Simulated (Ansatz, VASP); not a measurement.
## GaCo: VASP beside Ansatz

File INCAR:

```
SYSTEM = GaCo
PREC     = Accurate       ! precision mode
ENCUT    = 520            ! plane-wave cutoff, eV
EDIFF    = 1E-6           ! SCF threshold, eV
ISMEAR   = 0              ! smearing method
SIGMA    = 0.15           ! smearing width, eV
LREAL    = .False.        ! projectors in reciprocal space
LASPH    = .True.         ! aspherical terms in the spheres
NELM     = 80             ! most SCF steps
ALGO     = Fast           ! electronic algorithm
ISIF     = 2              ! what is computed and relaxed
LWAVE    = .False.        ! write WAVECAR
LCHARG   = .False.        ! write CHGCAR
GGA      = PS             ! functional
NBANDS   = 18             ! bands
```

The input KPOINTS:

```
regular mesh
0
Gamma
  16 16 16
  0 0 0
```

File POSCAR:

```
GaCo
1.0
    2.7677760000      0.0000000000      0.0000000000
    0.0000000000      2.7677760000      0.0000000000
    0.0000000000      0.0000000000      2.6524520000
Ga Co
1 1
Direct
    0.5000000000      0.5000000000      0.5000000000
    0.0000000000      0.0000000000      0.0000000000
```

Input for Ansatz:

```yaml
crystal:
  lattice:
    - [2.767776, 0.0, 0.0]
    - [0.0, 2.767776, 0.0]
    - [0.0, 0.0, 2.652452]
  atoms:
    - { symbol: Ga, position: [0.5, 0.5, 0.5] }
    - { symbol: Co, position: [0.0, 0.0, 0.0] }
basis:
  ecutwfc: 420
kpoints:
  mp_grid: { grid: [16, 16, 16] }
hamiltonian:
  xc: pbesol
scf:
  occupations: { method: gaussian, width: 0.15 }
output:
  forces: true
  stress: true
  eigenvalues: true
```

Change from the starting cell: strain -0.040 along x and y, -0.080 along z, atoms carried along.

Alike in both runs: task single point; functional PBEsol; k mesh 16 × 16 × 16; occupations gaussian, width 0.15 eV; no spin polarisation.

```csv
,VASP,Ansatz
version,VASP 6.6.1,Ansatz 0.2.0
potentials or method,"VASP PAW PBE potentials, release 64 (Ga_d, Co)","scalar-relativistic, plane waves, PAW"
plane-wave cutoff (eV),520,420
valence electrons in the cell,22,30
```

Ansatz gave:

```
gap on the k mesh at the Fermi level (eV)       : none
pressure (GPa)                                  : 32.0
largest component of the traceless stress (GPa) : 4.76
```

Question: Which values does VASP return?

Answer: gap on the k mesh at the Fermi level (eV): none; pressure (GPa): 32.2; largest component of the traceless stress (GPa): 4.76.

A gap of «none» marks a metal or a gap that the smearing closes. The functional is the same, so the differences come from potentials, cutoffs and numerics. The two sets of potentials don't hold the same shells in valence.

Caveats: so large a pressure means that the cell lies far from this level's equilibrium, or that cutoff or potentials fall short (VASP); the potentials were made for another functional, which shifts forces and pressure (VASP). Spin polarisation is off, so any magnetic state and its effect on volume and gap are missing.
